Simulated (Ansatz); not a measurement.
## Molecular dynamics of Be₁₆H

Input file:

```yaml
accuracy: low
crystal:
  lattice:
    - [-2.29, -3.966396, 0.0]
    - [3.435, -1.983198, 0.0]
    - [0.0, 0.0, 7.17686]
  atoms:
    - { symbol: Be, position: [0.74991544, 0.49554554, -0.00316547] }
    - { symbol: Be, position: [0.49189455, 0.33880397, 0.24588744] }
    - { symbol: Be, position: [0.75026989, 0.50837759, 0.50405197] }
    - { symbol: Be, position: [0.49837522, 0.33379146, 0.74995538] }
    - { symbol: Be, position: [0.49837174, -0.00069441, -5.49e-06] }
    - { symbol: Be, position: [0.2490251, 0.82954617, 0.2487405] }
    - { symbol: Be, position: [0.49195153, -0.0052318, 0.50411544] }
    - { symbol: Be, position: [0.24966314, 0.82977303, 0.75298311] }
    - { symbol: Be, position: [0.24969269, 0.50328447, -0.00302015] }
    - { symbol: Be, position: [0.0084833, 0.33772688, 0.24589593] }
    - { symbol: Be, position: [0.24908194, 0.50352324, 0.50100756] }
    - { symbol: Be, position: [0.00097995, 0.33384772, 0.74993345] }
    - { symbol: Be, position: [0.00096421, -0.00074936, 9.38e-06] }
    - { symbol: Be, position: [0.75023631, 0.824244, 0.24611018] }
    - { symbol: Be, position: [0.00833166, -0.00413063, 0.50405224] }
    - { symbol: Be, position: [0.74990046, 0.83740998, 0.75319128] }
    - { symbol: H, position: [0.74335047, 0.16343876, 0.37498083] }
basis:
  ecutwfc: 420.0
kpoints:
  mp_grid: { grid: [4, 4, 3] }
hamiltonian:
  xc: pbe
  dispersion: d3bj
scf:
  occupations: { method: fermi_dirac, width: 0.15 }
  lower_state_search: "off"
md:
  timestep: 0.5
  n_steps: 90
  ensemble: nve
  temperature: 3000.0
  initial_velocities: maxwell_boltzmann
  seed: 304309
```

Launched with:

```bash
$ ansatz run input.yaml --threads 1 --pin off --max-ram 3072MiB --backend cpu --events-out ev --progress --plain --runs-dir out
```

It starts from a relaxed structure.

Output, in part (step lines):

```
md step     0: t =     0.00 fs  T =  3000.0 K  F+E_penalty+E_count = -1503.94096344 eV  E_kin = 6.204480 eV  conserved = -1497.73648349 eV  (6 SCF iters)
[... lines left out ...]
```

The steps, from the saved trajectory:

```
time (fs)  T (K)  potential energy less start (eV)  conserved less start (meV/atom)
      0.0   3000                             0.000                             0.00
      1.5   2940                             0.125                            -0.01
      3.0   2752                             0.512                            -0.01
      4.5   2446                             1.145                             0.02
      6.0   2058                             1.950                             0.07
      7.5   1648                             2.797                             0.11
      9.0   1269                             3.583                             0.13
     10.5    941                             4.260                             0.15
     12.0    692                             4.777                             0.18
     13.5    549                             5.073                             0.20
     15.0    526                             5.120                             0.18
     16.5    608                             4.950                             0.16
     18.0    764                             4.627                             0.13
     19.5    957                             4.226                             0.11
     21.0   1160                             3.807                             0.09
     22.5   1352                             3.409                             0.09
     24.0   1523                             3.056                             0.08
     25.5   1664                             2.763                             0.07
     27.0   1764                             2.557                             0.04
     28.5   1796                             2.490                             0.00
     30.0   1733                             2.622                             0.02
     31.5   1622                             2.852                             0.16
     33.0   1600                             2.898                             0.13
     34.5   1648                             2.797                             0.01
     36.0   1645                             2.803                             0.04
     37.5   1592                             2.913                             0.10
     39.0   1542                             3.017                             0.10
     40.5   1506                             3.093                             0.11
     42.0   1493                             3.120                             0.12
     43.5   1510                             3.083                             0.08
     45.0   1514                             3.074                             0.04
```

The run went to its last step. The conserved energy stayed within 0.2 meV per atom of its start (net change 0.041 meV per atom), so the integration is sound. A run of 0.045 ps of so small a system gives no equilibrium averages. Limits of this set-up: coarse k mesh, odd electron count without spin, low accuracy level.

Mean squared displacements from the first frame to the last, about the centre of mass: Be 0.05 Å², H 1.09 Å².

Last frame:

```xyz
17
Lattice="-2.2900 -3.9664 0.0000 3.4350 -1.9832 0.0000 0.0000 0.0000 7.1769" Properties=species:S:1:pos:R:3
Be 0.096 -4.042 0.119
Be 0.056 -2.634 1.752
Be 0.137 -3.745 3.684
Be -0.297 -2.611 5.561
Be -1.110 -2.128 0.250
Be 1.976 -2.592 1.709
Be -1.281 -1.851 3.479
Be 2.410 -2.659 5.173
Be 1.194 -2.093 -0.287
Be 0.962 -0.566 1.829
Be 1.213 -1.956 3.634
Be 1.269 -0.772 5.171
Be -0.014 -0.014 0.181
Be 1.299 -4.572 1.833
Be 0.036 -0.001 3.485
Be 1.125 -4.699 5.514
H -0.331 -3.882 2.447
```

Run time: 8.2 min on 1 thread of Arm Neoverse V1, on a shared host, peak memory 0.46 GiB.
